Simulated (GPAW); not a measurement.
The system is CuI.

```
I Cu
1.0
     4.09020    0.00000    0.00000
     0.00000    4.09020    0.00000
     0.00000    0.00000    6.55146
I Cu
2 2
Direct
  0.00000 0.50000 0.74303
  0.50000 0.00000 0.25697
  0.00000 0.00000 0.00000
  0.50000 0.50000 0.00000
```

Measurements of this composition are mostly on another form, of space group No. 216.

Program: GPAW 26.7.0. Alike in all runs: task band structure; no spin polarisation; cell as given; k mesh 5 × 5 × 4; cutoff (eV) 600; smearing fermi-dirac 0.05 eV.

**Question.** Order these runs on this cell by their pressure, lowest first.
A. level r2SCAN; potentials or basis GPAW PAW data sets (gpaw-data 1.2.1), pw
B. level LDA; potentials or basis the program's PAW data sets (release 1.2.1) made for this functional, pw
C. level PBEsol; potentials or basis PAW data sets generated in the run's folder for this functional, pw

**Answer.** B (-3.0 GPa), C (-0.9 GPa), A (0.9 GPa).

Caveats: with this Cu data set, volumes or pressures lay over 1.5 % or 2 GPa off other programs in two to four cells of ten; this functional lacks dispersion, which binds the layers, so the pressure and a relaxed spacing across them are unreliable (some runs); the PAW data sets were made with another functional, which shifts forces and pressure a little (some runs).

Runs at the PBE level aren't shown here.
